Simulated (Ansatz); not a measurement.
Start from LaAlO3 (space group R-3c, No. 167).

```
CELL_PARAMETERS angstrom
      2.67671     1.54540     4.34943
     -2.67671     1.54540     4.34943
      0.00000    -3.09080     4.34943
ATOMIC_POSITIONS crystal
  La 0.25000 0.25000 0.25000
  La 0.75000 0.75000 0.75000
  Al 0.00000 0.00000 0.00000
  Al 0.50000 0.50000 0.50000
  O  0.78603 0.71397 0.25000
  O  0.25000 0.78603 0.71397
  O  0.71397 0.25000 0.78603
  O  0.21397 0.28603 0.75000
  O  0.75000 0.21397 0.28603
  O  0.28603 0.75000 0.21397
```

The values are results of PBEsol (Ansatz, a first-principles code, PAW, scalar-relativistic without spin-orbit coupling), not measurements.

Base values:

The volume per atom is 10.80 Å³ and the band gap comes out as 3.94 eV.

The change: a hydrostatic pressure of 60 GPa.

Q: Estimate the effect on the volume per atom.

A: The volume per atom shrinks by 1.942 Å³, from 10.80 Å³ to 8.85 Å³.

Q: What happens to the band gap?

A: The band gap falls by 0.38 eV (3.94 eV → 3.56 eV).

Load acts through the strain it causes; cell and atoms are relaxed under it. No phonon test of stability was made. Competing high-pressure phases were not computed.
